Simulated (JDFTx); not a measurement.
A run of JDFTx 1.7.0 (patched build):

KBr.in

```
lattice \
    0.0000000000     6.2360962113     6.2360962113 \
    6.2360962113     0.0000000000     6.2360962113 \
    6.2360962113     6.2360962113     0.0000000000
coords-type Lattice
ion Br     0.5000000000     0.5000000000     0.5000000000 1
ion K      0.0000000000     0.0000000000     0.0000000000 1

ion-species pseudo/Br.upf
ion-species pseudo/K.upf
elec-cutoff 40 320
elec-ex-corr mgga-x-bj06 lda-c-pw
kpoint-folding 3 3 3
elec-smearing Fermi 0.0018374661
elec-n-bands 14
electronic-SCF nIterations 100 energyDiffThreshold 1e-09 residualThreshold 1e-05
electronic-minimize nIterations 30 energyDiffThreshold 1e-7
converge-empty-states yes
forces-output-coords Cartesian

dump-name run.$VAR
dump End Ecomponents EigStats BandEigs Kpoints Forces ElecDensity KEdensity
```

Potentials or basis: SG15-PBE-1.2.

Command:

```bash
$ jdftx -c 1 -i KBr.in -o KBr.out
```

Hardware: 1 thread of Intel(R) Xeon(R) 6975P-C (Granite Rapids), on a shared host.

Question: Estimate the wall time of this run.

Answer: Wall time 83 s on 1 thread of Intel(R) Xeon(R) 6975P-C (Granite Rapids), on a shared host, peak memory 0.25 GiB. Counts: scf iterations 29, bands 14, k points 4, plane waves 5864.
